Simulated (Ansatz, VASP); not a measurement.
## Two plane-wave programs on Br

```
CELL_PARAMETERS angstrom
3.40751 -2.35311 0.00000
3.40751 2.35311 0.00000
0.00000 0.00000 8.81682
ATOMIC_POSITIONS crystal
Br 0.36510 0.63490 0.39010
Br 0.13490 0.86510 0.89010
Br 0.63490 0.36510 0.60990
Br 0.86510 0.13490 0.10990
```

Alike in both runs: task single point; functional PBE; k mesh 7 × 7 × 3; occupations fermi-dirac, width 0.05 eV; no spin polarisation.

|  | VASP | Ansatz |
| --- | --- | --- |
| version | VASP 6.6.1 | Ansatz 0.2.0 |
| potentials or method | VASP PAW PBE potentials, release 64 (Br) | Ansatz PAW |
| plane-wave cutoff (eV) | 520 | 420 |
| valence electrons in the cell | 28 | 28 |

Ansatz gave:

- gap on the k mesh at the Fermi level (eV): 1.78
- least direct gap on the mesh (eV): 1.80
- pressure (GPa): 0.7
- largest component of the traceless stress (GPa): 0.47
- rms of the force components (eV/Å): 0.256

**Question.** What did VASP give for the same quantities?

**Answer.** gap on the k mesh at the Fermi level (eV): 1.78; least direct gap on the mesh (eV): 1.80; pressure (GPa): 0.7; largest component of the traceless stress (GPa): 0.47; rms of the force components (eV/Å): 0.261.

Atom by atom the forces differ by 0.006 eV/Å (rms over components).

Caveats: an odd mesh through Γ misses points on the zone boundary, where band edges often lie (VASP); odd divisions of the mesh miss points on the zone boundary, where band edges often lie, so the gap on the mesh can be too wide (Ansatz). Expect the measured gap to be larger: semilocal functionals such as PBE lack the derivative discontinuity.
